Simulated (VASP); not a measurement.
A run of VASP 6.6.1 is set up as follows.

File INCAR:

```
PREC = Accurate
ENCUT = 520
EDIFF = 1E-7
ISMEAR = -1
SIGMA = 0.05
LREAL = F
LASPH = T
NELM = 100
ALGO = Normal
ISIF = 2
LWAVE = F
LCHARG = F
ISPIN = 2
MAGMOM = 1 1 1 1 1 1
LORBIT = 11
LMAXMIX = 4
LDIPOL = T
IDIPOL = 3
DIPOL = 0.5 0.5 0.500
GGA = PE
NBANDS = 43
```

KPOINTS

```
Automatic mesh
0
Gamma
  12 12 1
```

The input POSCAR:

```
Ni
1.0
    2.5002588676      0.0000000000      0.0000000000
   -1.2501294338      2.1652876954      0.0000000000
    0.0000000000      0.0000000000     25.2072640841
Ni
6
Direct
    0.6666666667      0.3333333333      0.2975332815
    0.3333333333      0.6666666667      0.3785199689
    0.0000000000      0.0000000000      0.4595066563
    0.6666666667      0.3333333333      0.5404933437
    0.3333333333      0.6666666667      0.6214800311
    0.0000000000      0.0000000000      0.7024667185
```

Potentials or basis: VASP PAW PBE potentials, release 64 (Ni).

Command:

```bash
$ cat potpaw_PBE.64/Ni/POTCAR > POTCAR
$ mpirun -np 1 vasp_std > vasp.out
```

Problem. Predict the site moments.

Solution. Ni +0.67, +0.69, +0.65 μB.

Problem. Estimate the band gap on the k mesh.

Solution. None (metal or under the smearing width).

Problem. What does it give for the net moment?

Solution. 3.90 μB per cell.

Forces in eV/Å, atoms in the order of the input:
```
Ni   0.000  0.000  0.249
Ni   0.000  0.000 -0.116
Ni   0.000  0.000 -0.033
Ni   0.000  0.000  0.033
Ni   0.000  0.000  0.116
Ni   0.000  0.000 -0.249
```
